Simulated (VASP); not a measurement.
A run of VASP 6.6.1 is set up as follows.

File POSCAR:

```
SiNi
1.0
    4.5036940000      0.0000000000      0.0000000000
    0.0000000000      4.5036940000      0.0000000000
    0.0000000000      0.0000000000      4.5036940000
Ni Si
4 4
Direct
    0.1495040000      0.1495040000      0.1495040000
    0.6495040000      0.3504960000      0.8504960000
    0.8504960000      0.6495040000      0.3504960000
    0.3504960000      0.8504960000      0.6495040000
    0.8468300000      0.8468300000      0.8468300000
    0.3468300000      0.6531700000      0.1531700000
    0.1531700000      0.3468300000      0.6531700000
    0.6531700000      0.1531700000      0.3468300000
```

File INCAR.step1:

```
SYSTEM = SiNi
ALGO = Normal
EDIFF = 1E-6
ENCUT = 600
GGA = PE
ISIF = 2
ISMEAR = -1
ISPIN = 2
LASPH = .True.
LCHARG = .True.
LMAXMIX = 4
LORBIT = 11
LREAL = .False.
LWAVE = .False.
MAGMOM = 1 1 1 1 0 0 0 0
NBANDS = 54
NELM = 100
PREC = Accurate
SIGMA = 0.05
```

File KPOINTS.step1:

```
k-points
0
Gamma
  5 5 5
  0 0 0
```

File INCAR.step2:

```
SYSTEM = SiNi
ALGO = Normal
EDIFF = 1E-6
ENCUT = 600
GGA = PE
ICHARG = 11
ISIF = 2
ISMEAR = 0
ISPIN = 2
LASPH = .True.
LCHARG = .False.
LMAXMIX = 4
LORBIT = 11
LREAL = .False.
LWAVE = .False.
MAGMOM = 1 1 1 1 0 0 0 0
NBANDS = 54
NELM = 100
PREC = Accurate
SIGMA = 0.05
```

The input KPOINTS.step2:

```
path GXMGRX,MR
15
line-mode
reciprocal
 0.0000000000  0.0000000000  0.0000000000  G
 0.0000000000  0.5000000000  0.0000000000  X

 0.0000000000  0.5000000000  0.0000000000  X
 0.5000000000  0.5000000000  0.0000000000  M

 0.5000000000  0.5000000000  0.0000000000  M
 0.0000000000  0.0000000000  0.0000000000  G

 0.0000000000  0.0000000000  0.0000000000  G
 0.5000000000  0.5000000000  0.5000000000  R

 0.5000000000  0.5000000000  0.5000000000  R
 0.0000000000  0.5000000000  0.0000000000  X

 0.5000000000  0.5000000000  0.0000000000  M
 0.5000000000  0.5000000000  0.5000000000  R
```

Potentials or basis: VASP PAW PBE potentials, release 64 (Ni_pv, Si).

Run with:

```sh
$ cat potpaw_PBE.64/Ni_pv/POTCAR potpaw_PBE.64/Si/POTCAR > POTCAR
$ cp INCAR.step1 INCAR
$ cp KPOINTS.step1 KPOINTS
$ mpirun -np 1 vasp_std > vasp.out
$ cp INCAR.step2 INCAR
$ cp KPOINTS.step2 KPOINTS
$ mpirun -np 1 vasp_std > vasp.out
```

**Question.** Estimate the band gap along the path.

**Answer.** None (metal or under the smearing width).

**Question.** Estimate the net moment.

**Answer.** 0.00 μB per cell.

Levels at the corners of the path, in eV from the Fermi level:
Spin up:
| point | band 36 | band 37 | band 38 | band 39 | band 40 | band 41 | band 42 | band 43 | band 44 | band 45 |
| --- | --- | --- | --- | --- | --- | --- | --- | --- | --- | --- |
| Γ | -2.26 | -1.63 | -1.63 | -1.63 | 0.93 | 0.93 | 0.93 | 1.34 | 1.34 | 1.97 |
| X | -2.14 | -2.00 | -2.00 | -0.64 | -0.64 | -0.23 | -0.23 | 2.70 | 2.70 | 2.84 |
| X | -2.14 | -2.00 | -2.00 | -0.64 | -0.64 | -0.23 | -0.23 | 2.70 | 2.70 | 2.84 |
| M | -2.42 | -1.55 | -1.55 | -1.00 | -1.00 | 0.30 | 0.30 | 0.83 | 0.83 | 3.85 |
| M | -2.42 | -1.55 | -1.55 | -1.00 | -1.00 | 0.30 | 0.30 | 0.83 | 0.83 | 3.85 |
| Γ | -2.26 | -1.63 | -1.63 | -1.63 | 0.93 | 0.93 | 0.93 | 1.34 | 1.34 | 1.97 |
| Γ | -2.26 | -1.63 | -1.63 | -1.63 | 0.93 | 0.93 | 0.93 | 1.34 | 1.34 | 1.97 |
| R | -2.66 | -1.80 | -1.80 | -1.80 | -1.80 | 4.12 | 4.12 | 4.12 | 4.12 | 4.47 |
| R | -2.66 | -1.80 | -1.80 | -1.80 | -1.80 | 4.12 | 4.12 | 4.12 | 4.12 | 4.47 |
| X | -2.14 | -2.00 | -2.00 | -0.64 | -0.64 | -0.23 | -0.23 | 2.70 | 2.70 | 2.84 |
| M | -2.42 | -1.55 | -1.55 | -1.00 | -1.00 | 0.30 | 0.30 | 0.83 | 0.83 | 3.85 |
| R | -2.66 | -1.80 | -1.80 | -1.80 | -1.80 | 4.12 | 4.12 | 4.12 | 4.12 | 4.47 |
Spin down:
| point | band 37 | band 38 | band 39 | band 40 | band 41 | band 42 | band 43 | band 44 |
| --- | --- | --- | --- | --- | --- | --- | --- | --- |
| Γ | -1.63 | -1.63 | -1.63 | 0.93 | 0.93 | 0.93 | 1.34 | 1.34 |
| X | -2.00 | -2.00 | -0.64 | -0.64 | -0.23 | -0.23 | 2.70 | 2.70 |
| X | -2.00 | -2.00 | -0.64 | -0.64 | -0.23 | -0.23 | 2.70 | 2.70 |
| M | -1.55 | -1.55 | -1.00 | -1.00 | 0.30 | 0.30 | 0.83 | 0.83 |
| M | -1.55 | -1.55 | -1.00 | -1.00 | 0.30 | 0.30 | 0.83 | 0.83 |
| Γ | -1.63 | -1.63 | -1.63 | 0.93 | 0.93 | 0.93 | 1.34 | 1.34 |
| Γ | -1.63 | -1.63 | -1.63 | 0.93 | 0.93 | 0.93 | 1.34 | 1.34 |
| R | -1.79 | -1.79 | -1.79 | -1.79 | 4.12 | 4.12 | 4.12 | 4.12 |
| R | -1.79 | -1.79 | -1.79 | -1.79 | 4.12 | 4.12 | 4.12 | 4.12 |
| X | -2.00 | -2.00 | -0.64 | -0.64 | -0.23 | -0.23 | 2.70 | 2.70 |
| M | -1.55 | -1.55 | -1.00 | -1.00 | 0.30 | 0.30 | 0.83 | 0.83 |
| R | -1.79 | -1.79 | -1.79 | -1.79 | 4.12 | 4.12 | 4.12 | 4.12 |

Caveat: the log is that of the step along the path at fixed density, whose energy, stress, charges and moments have no meaning.
